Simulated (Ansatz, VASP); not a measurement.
One calculation of CaSe, two programs

```xyz
2
Lattice="0.0000 3.3000 3.4238 3.3000 0.0000 3.4238 3.3000 3.3000 0.0000" Properties=species:S:1:pos:R:3 pbc="T T T"
Ca    0.0000    0.0000    0.0000
Se    4.9500    4.9500    5.1356
```

Change from the starting cell: strain +0.0375 x Voigt [0, 0, 1, 0, 0, 0], atoms carried along.

Alike in both runs: task single point; functional PBEsol; k mesh 6 × 6 × 6; occupations gaussian, width 0.05 eV; no spin polarisation.

|  | VASP | Ansatz |
| --- | --- | --- |
| version | VASP 6.6.1 | Ansatz 0.2.0 |
| potentials or method | VASP PAW PBE potentials, release 64 (Ca_sv, Se) | scalar-relativistic, plane waves, PAW |
| plane-wave cutoff (eV) | 520 | 420 |
| valence electrons in the cell | 16 | 26 |

|  | VASP | Ansatz | Ansatz less VASP |
| --- | --- | --- | --- |
| gap on the k mesh at the Fermi level (eV) | 2.84 | 2.84 | -0.001 |
| least direct gap on the mesh (eV) | 2.95 | 2.94 | -0.002 |
| pressure (GPa) | -2.3 | -2.4 | -0.09 |
| largest component of the traceless stress (GPa) | 0.23 | 0.23 | +0.005 |

The two sets of potentials don't hold the same shells in valence.

Caveats: the PAW data sets were made with another functional, which shifts forces and pressure a little (VASP). A k mesh can miss the band edges.
